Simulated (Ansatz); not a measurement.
KI:

```
I K
1.0
     0.00000    3.53277    3.53277
     3.53277    0.00000    3.53277
     3.53277    3.53277    0.00000
I K
1 1
Direct
  0.50000 0.50000 0.50000
  0.00000 0.00000 0.00000
```

Base run:

- Program: Ansatz 0.2.0
- Functional: PBE
- Potentials or basis: all-electron LAPW, scalar-relativistic
- Cutoff: 116 eV
- Density cutoff: 463 eV
- Basis error allowed: 0.001 eV/atom
- k mesh: 7 × 7 × 7
- Occupations: fermi-dirac, width 0.05 eV
- Spin: no spin polarisation

Its results: band gap on the k mesh 3.97 eV, direct; pressure 0.6 GPa.

The run is repeated on the same cell with these changes: functional from PBE to PBEsol; k mesh from 7 × 7 × 7 to 5 × 5 × 5. What comes out?

Band gap on the k mesh 3.82 eV, direct; pressure -0.3 GPa.

Several settings changed at once, so the effect can't be laid on one alone.

Caveats: spin-orbit coupling is left out, which moves the levels of the heavy elements.

Not every run made on this cell is shown here.
